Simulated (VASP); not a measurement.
# AgCl (Chlorargyrite) (Fm-3m) in VASP: a series of runs, part 2 of 2

VASP 6.6.1.

### 5 Single point, PBEsol+U

This run uses another cell than the first one, of 20.46 Å³/atom, 0.962 times its volume.

The input, INCAR:

```
PREC = Accurate
ENCUT = 520
EDIFF = 1E-6
ISMEAR = -1
SIGMA = 0.05
LREAL = F
LASPH = T
NELM = 150
ALGO = Normal
ISIF = 2
LWAVE = F
LCHARG = F
LMAXMIX = 4
LDAU = T
LDAUTYPE = 2
LDAUL = 2 -1
LDAUU = 8 0
LDAUJ = 0 0
LDAUPRINT = 1
GGA = PS
NBANDS = 16
```

The input, KPOINTS:

```
Automatic mesh
0
Gamma
  8 8 8
```

The input, POSCAR:

```
AgCl
1.0
    0.0000000000      2.7350000000      2.7350000000
    2.7350000000      0.0000000000      2.7350000000
    2.7350000000      2.7350000000      0.0000000000
Ag Cl
1 1
Direct
    0.0000000000      0.0000000000      0.0000000000
    0.5000000000      0.5000000000      0.5000000000
```

Potentials or basis: VASP PAW PBE potentials, release 64 (Ag, Cl).

Command:

```console
cat potpaw_PBE.64/Ag/POTCAR potpaw_PBE.64/Cl/POTCAR > POTCAR
mpirun -np 1 vasp_std > vasp.out
```

OUTCAR:

```text
PREC = Accurate
   ENCUT = 520
   EDIFF = 1E-6
   ISMEAR = -1
   LREAL = F
   LASPH = T
   NELM = 150
   ISIF = 2
   GGA = PS

 ion  position               nearest neighbor table
   1  0.000  0.000  0.000-   2 2.73   2 2.73   2 2.73   2 2.73   2 2.73   2 2.73
   2  0.500  0.500  0.500-   1 2.73   1 2.73   1 2.73   1 2.73   1 2.73   1 2.73

  LATTYP: Found a face centered cubic cell.
 ALAT       =     5.4700000000

  Lattice vectors:

 A1 = (   0.0000000000,   2.7350000000,   2.7350000000)
 A2 = (   2.7350000000,   0.0000000000,   2.7350000000)
 A3 = (   2.7350000000,   2.7350000000,   0.0000000000)

Analysis of symmetry for initial positions (statically):
=====================================================================
 Subroutine PRICEL returns:
 Original cell was already a primitive cell.

 Routine SETGRP: Setting up the symmetry group for a
 face centered cubic supercell.

 Subroutine GETGRP returns: Found 48 space group operations
 (whereof 48 operations were pure point group operations)
[... 193 lines left out ...]
 Free energy of the ion-electron system (eV)
  ---------------------------------------------------
  ext. energy  EPLUGINS =         0.00000000
  ---------------------------------------------------
  free energy    TOTEN  =        -4.38863998 eV

  energy without entropy =       -4.38863998  energy(sigma->0) =       -4.38863998

 E-fermi :   4.0147     XC(G=0): -10.3243

 val. band max:        2.9063712650   @ k =   0.5000   0.0000   0.0000
 cond. band min:       5.1223700831   @ k =   0.0000   0.0000   0.0000
 fundamental gap:      2.2159988182
 Fermi energy:         4.0146831982

 k-point     1 :       0.0000    0.0000    0.0000
  band No.  band energies     occupation
      1     -11.2600      2.00000
      2      -1.5065      2.00000
      3      -1.5065      2.00000
      4      -1.3674      2.00000
      5      -1.3674      2.00000
      6      -1.3674      2.00000
[... 433 lines left out ...]
      3      -1.9601      2.00000
      4      -1.8857      2.00000
      5      -1.1233      2.00000
      6      -1.0533      2.00000
[... 8 lines left out ...]
     15      17.6054      0.00000
     16      19.0655      0.00000

 [... further k-points ...]
[... 5 lines left out ...]
  --------------------------------------------------------------------------------------
  -------------------------------------------------------------------------------------
  Total       -0.5188057     -0.5188057     -0.5188057      0.0000000     -0.0000000      0.0000000
  in kB      -20.3148360    -20.3148360    -20.3148360      0.0000000     -0.0000000      0.0000000
  external PRESSURE =     -20.3148360 kB  Pullay stress =       0.0000000 kB

 VOLUME and BASIS-vectors are now :
 -----------------------------------------------------------------------------
  energy-cutoff  :      520.00
  volume of cell :       40.92
      direct lattice vectors                 reciprocal lattice vectors
     0.000000000  2.735000000  2.735000000    -0.182815356  0.182815356  0.182815356
     2.735000000  0.000000000  2.735000000     0.182815356 -0.182815356  0.182815356
     2.735000000  2.735000000  0.000000000     0.182815356  0.182815356 -0.182815356

 POSITION                                       TOTAL-FORCE (eV/Angst)
 -----------------------------------------------------------------------------------
      0.00000      0.00000      0.00000         0.000000      0.000000      0.000000
      2.73500      2.73500      2.73500        -0.000000     -0.000000     -0.000000
 -----------------------------------------------------------------------------------
    total drift:                               -0.000000      0.000000      0.000000

  FREE ENERGIE OF THE ION-ELECTRON SYSTEM (eV)
  ---------------------------------------------------
  free  energy   TOTEN  =        -4.3886399786 eV

  energy  without entropy=       -4.3886399785  energy(sigma->0) =       -4.38863998
```

OSZICAR:

```text
N       E                     dE             d eps       ncg     rms          rms(c)
DAV:   1     0.106595146827E+03    0.10660E+03   -0.90033E+03   944   0.103E+03
DAV:   2    -0.626571062229E+00   -0.10722E+03   -0.10074E+03  1152   0.230E+02
DAV:   3    -0.434782635458E+01   -0.37213E+01   -0.37140E+01  1168   0.452E+01
DAV:   4    -0.437262951725E+01   -0.24803E-01   -0.24801E-01  1168   0.397E+00
DAV:   5    -0.437295101071E+01   -0.32149E-03   -0.32149E-03  1168   0.435E-01    0.720E+00
DAV:   6    -0.435844986884E+01    0.14501E-01   -0.88904E-02  1088   0.440E+00    0.478E+00
DAV:   7    -0.438515791155E+01   -0.26708E-01   -0.55484E-02  1048   0.219E+00    0.124E+00
DAV:   8    -0.438835219394E+01   -0.31943E-02   -0.89533E-03  1200   0.887E-01    0.192E-01
DAV:   9    -0.438855797945E+01   -0.20579E-03   -0.44087E-04  1112   0.238E-01    0.636E-02
DAV:  10    -0.438861885911E+01   -0.60880E-04   -0.36559E-05  1216   0.539E-02    0.337E-02
DAV:  11    -0.438863982855E+01   -0.20969E-04   -0.22702E-05  1088   0.412E-02    0.403E-03
DAV:  12    -0.438863997857E+01   -0.15002E-06   -0.21700E-07   848   0.504E-03
   1 F= -.43886400E+01 E0= -.43886400E+01  d E =-.247462E-10
```

stdout:

```text
POSCAR found type information on POSCAR AgCl
 POSCAR found :  2 types and       2 ions
 scaLAPACK will be used
 -----------------------------------------------------------------------------
|                                                                             |
|                                                                             |
|     You enforced a specific xc type in the INCAR file but a different       |
|     I HOPE YOU KNOW WHAT YOU ARE DOING!                                     |
|                                                                             |
 -----------------------------------------------------------------------------

 LDA part: xc-table for (Slater+PW92), standard interpolation
 POSCAR, INCAR and KPOINTS ok, starting setup
 FFT: planning ... GRIDC
 FFT: planning ... GRID_SOFT
 FFT: planning ... GRID
 WAVECAR not read
 entering main loop
```

It took 12 s on 1 thread of AMD EPYC 9R14 (Zen 4), shared host; peak memory 0.14 GiB.

What came out:

```
Free energy            : -4.3886 eV
Pressure               : -2.0 GPa
Band gap on the k mesh : 2.22 eV, indirect (least direct gap 3.46 eV)
```

Eigenvalues of the final occupation matrices:
```tsv
site	spin	trace	eigenvalues
site 1 d	1	4.87	0.97 0.97 0.97 0.99 0.99
site 1 d	2	4.87	0.97 0.97 0.97 0.99 0.99
```

Caveat: the PAW data sets were made with another functional, which shifts forces and pressure a little.

### 6 Single point, PBE

This run uses another cell than the first one, of 20.46 Å³/atom, 0.962 times its volume.

The input, INCAR:

```
  ALGO = Normal
  EDIFF = 1E-6
  ENCUT = 520
  GGA = PE
  ISIF = 2
  ISMEAR = -1
  LASPH = T
  LCHARG = F
  LREAL = F
  LWAVE = F
  NBANDS = 16
  NELM = 100
  PREC = Accurate
  SIGMA = 0.03
```

The input, KPOINTS:

```
k-points
0
Gamma
  5 5 5
```

POSCAR is that of step 5.

Potentials or basis: VASP PAW PBE potentials, release 64 (Ag, Cl).

Command:

```console
cat potpaw_PBE.64/Ag/POTCAR potpaw_PBE.64/Cl/POTCAR > POTCAR
mpirun -np 1 vasp_std > vasp.out
```

OUTCAR:

```text
EDIFF = 1E-6
   ENCUT = 520
   GGA = PE
   ISIF = 2
   ISMEAR = -1
   LASPH = T
   LREAL = F
   NELM = 100
   PREC = Accurate

 ion  position               nearest neighbor table
   1  0.000  0.000  0.000-   2 2.73   2 2.73   2 2.73   2 2.73   2 2.73   2 2.73
   2  0.500  0.500  0.500-   1 2.73   1 2.73   1 2.73   1 2.73   1 2.73   1 2.73

  LATTYP: Found a face centered cubic cell.
 ALAT       =     5.4700000000

  Lattice vectors:

 A1 = (   0.0000000000,   2.7350000000,   2.7350000000)
 A2 = (   2.7350000000,   0.0000000000,   2.7350000000)
 A3 = (   2.7350000000,   2.7350000000,   0.0000000000)

Analysis of symmetry for initial positions (statically):
=====================================================================
 Subroutine PRICEL returns:
 Original cell was already a primitive cell.

 Routine SETGRP: Setting up the symmetry group for a
 face centered cubic supercell.

 Subroutine GETGRP returns: Found 48 space group operations
 (whereof 48 operations were pure point group operations)
 out of a pool of 48 trial point group operations.

The static configuration has the point symmetry O_h .

Analysis of symmetry for dynamics (positions and initial velocities):
=====================================================================
 Subroutine PRICEL returns:
 Original cell was already a primitive cell.

 Routine SETGRP: Setting up the symmetry group for a
 face centered cubic supercell.

 Subroutine GETGRP returns: Found 48 space group operations
 (whereof 48 operations were pure point group operations)
 out of a pool of 48 trial point group operations.

The dynamic configuration has the point symmetry O_h .

 Subroutine INISYM returns: Found 48 space group operations
 (whereof 48 operations are pure point group operations),
[... 95 lines left out ...]
   EFERMI =   0.00;   METHOD = LEGACY
   ISMEAR =    -1;   SIGMA  =   0.03  broadening in eV -4-tet -1-fermi 0-gaus
   EFERMI_NEDOS =   21; number of points for ismear=-14 and -15
   IALGO  =     38    algorithm
   IMIX   =      4    mixing-type and parameters
     AMIX     =   0.40;   BMIX     =  1.00
     AMIX_MAG =   1.60;   BMIX_MAG =  1.00
  volume/ion in A,a.u.               =      20.46       138.06
  Fermi-wavevector in a.u.,A,eV,Ry     =   1.245083  2.352866 21.092186  1.550232
  Thomas-Fermi vector in A             =   2.379321
   LORBIT       =      0    0 simple, 1 ext, 2 COOP (PROOUT), +10 PAW based schemes
   GGA     = PE    functional components
   LHFCALC =     F    Hartree Fock is set to
   AEXX    =    0.0000 exact exchange contribution
   IVDW    =     0    specifies the selected vdW correction
   LEPSILON=     F    determine dielectric tensor
   LRPA    =     F    only Hartree local field effects (RPA)
 non-spin polarized calculation
  energy-cutoff  :      520.00
  volume of cell :       40.92
 maximum number of plane-waves:      1114
 NGX is ok and might be reduce to    30
   NGX = 15   NGY = 15   NGZ = 15

 number of electron      18.0000002 magnetization

 Free energy of the ion-electron system (eV)
  ---------------------------------------------------
  ext. energy  EPLUGINS =         0.00000000
  ---------------------------------------------------
  free energy    TOTEN  =        -5.36313009 eV

  energy without entropy =       -5.36313009  energy(sigma->0) =       -5.36313009

 E-fermi :   4.7769     XC(G=0): -10.1841

 val. band max:        4.2010069961   @ k =   0.4000   0.0000   0.0000
 cond. band min:       5.2605200989   @ k =   0.0000   0.0000   0.0000
 fundamental gap:      1.0595131028
 Fermi energy:         4.7769401729

 k-point     1 :       0.0000    0.0000    0.0000
  band No.  band energies     occupation
      1     -11.0754      2.00000
      2       1.7431      2.00000
      3       1.7431      2.00000
      4       1.7431      2.00000
      5       1.7867      2.00000
      6       1.7867      2.00000
[... 167 lines left out ...]
      3       0.0667      2.00000
      4       0.2758      2.00000
      5       2.0636      2.00000
      6       2.1648      2.00000
[... 8 lines left out ...]
     15      18.3042      0.00000
     16      20.2790      0.00000

------------------------ aborting loop because EDIFF is reached ----------------------------------------

  FORCE on cell =-STRESS in cart. coord.  units (eV):
  Direction    XX          YY          ZZ          XY          YZ          ZX
  --------------------------------------------------------------------------------------
  -------------------------------------------------------------------------------------
  Total        0.9723373      0.9723373      0.9723373      0.0000000     -0.0000000      0.0000000
  in kB       38.0737402     38.0737402     38.0737402      0.0000000     -0.0000000      0.0000000
  external PRESSURE =      38.0737402 kB  Pullay stress =       0.0000000 kB

 VOLUME and BASIS-vectors are now :
 -----------------------------------------------------------------------------
  energy-cutoff  :      520.00
  volume of cell :       40.92
      direct lattice vectors                 reciprocal lattice vectors
     0.000000000  2.735000000  2.735000000    -0.182815356  0.182815356  0.182815356
     2.735000000  0.000000000  2.735000000     0.182815356 -0.182815356  0.182815356
     2.735000000  2.735000000  0.000000000     0.182815356  0.182815356 -0.182815356

 POSITION                                       TOTAL-FORCE (eV/Angst)
 -----------------------------------------------------------------------------------
      0.00000      0.00000      0.00000        -0.000000      0.000000     -0.000000
      2.73500      2.73500      2.73500         0.000000      0.000000      0.000000
 -----------------------------------------------------------------------------------
    total drift:                               -0.000000      0.000000      0.000000

  FREE ENERGIE OF THE ION-ELECTRON SYSTEM (eV)
  ---------------------------------------------------
  free  energy   TOTEN  =        -5.3631300917 eV

  energy  without entropy=       -5.3631300899  energy(sigma->0) =       -5.36313009
```

It took 16 s on 1 thread of AMD EPYC 7R43 (Zen 3), shared host; peak memory 0.13 GiB.

Results:

```
Free energy            : -5.3631 eV
Pressure               : 3.8 GPa
Band gap on the k mesh : 1.06 eV, indirect (least direct gap 3.40 eV)
```

Levels at points of the mesh, in eV from the valence-band top:
| k point | band 6 | band 7 | band 8 | band 9 | band 10 | band 11 | band 12 | band 13 |
| --- | --- | --- | --- | --- | --- | --- | --- | --- |
| (0.00, 0.00, 0.00) | -2.41 | -2.34 | -2.34 | -2.34 | 1.06 | 10.99 | 10.99 | 10.99 |

A k mesh can miss the band edges.

### 7 The runs side by side

| level | potentials or basis | U | cell | k mesh | smearing | gap on the mesh (eV) | pressure (GPa) |
| --- | --- | --- | --- | --- | --- | --- | --- |
| PBE | VASP PAW PBE potentials, release 64 (Ag, Cl) | - | a = 3.919 Å, angles 60.0°, 2 atoms | 7 × 7 × 7 | fermi-dirac 0.05 eV | 0.98 | 1.6 |
| LDA | VASP PAW LDA potentials, release 64 (Ag, Cl) | - | a = 3.868 Å, angles 60.0°, 2 atoms | 8 × 8 × 8 | gaussian 0.02 eV | 0.64 | -3.8 |
| PBEsol+U | VASP PAW PBE potentials, release 64 (Ag, Cl) | Ag d U = 4.0 eV | a = 3.868 Å, angles 60.0°, 2 atoms | 8 × 8 × 8 | fermi-dirac 0.05 eV | 1.54 | -1.2 |
| PBEsol+U | VASP PAW PBE potentials, release 64 (Ag, Cl) | Ag d U = 8.0 eV | a = 3.868 Å, angles 60.0°, 2 atoms | 8 × 8 × 8 | fermi-dirac 0.05 eV | 2.22 | -2.0 |
| PBE | VASP PAW PBE potentials, release 64 (Ag, Cl) | - | a = 3.868 Å, angles 60.0°, 2 atoms | 5 × 5 × 5 | fermi-dirac 0.03 eV | 1.06 | 3.8 |

Alike in all rows: task single point; no spin polarisation; cutoff (eV) 520.

Caveats: the PAW data sets were made with another functional, which shifts forces and pressure a little (some runs).

Absolute energies hang on the potentials; compare differences alone.

### 8 Against experiment

Step 2. Measured gap of AgCl: 3.249 eV (indirect; a printed reference work, data compilation). This calculation gives 0.98 eV (-2.27 eV). So large a miss can be the level of theory's own, or it may mean another phase, state or a wrong row. Spin-orbit coupling on Ag is left out. The value is that of PBE on a finite k mesh, which can miss the band edges, without temperature or zero-point motion. Semilocal functionals fall short of measured gaps as a rule.

Step 4. Measured gap of AgCl: 3.249 eV (indirect; a printed reference work, data compilation). This calculation gives 1.54 eV (-1.71 eV). So large a miss can be the level of theory's own, or it may mean another phase, state or a wrong row. Spin-orbit coupling on Ag is left out. The value is that of PBEsol+U on a finite k mesh, which can miss the band edges, without temperature or zero-point motion.

Step 5. Against the measured gap of AgCl, 3.249 eV (indirect; a printed reference work, data compilation), the calculated 2.22 eV is off by -1.03 eV. Spin-orbit coupling on Ag is left out. The value is that of PBEsol+U on a finite k mesh, which can miss the band edges, without temperature or zero-point motion.
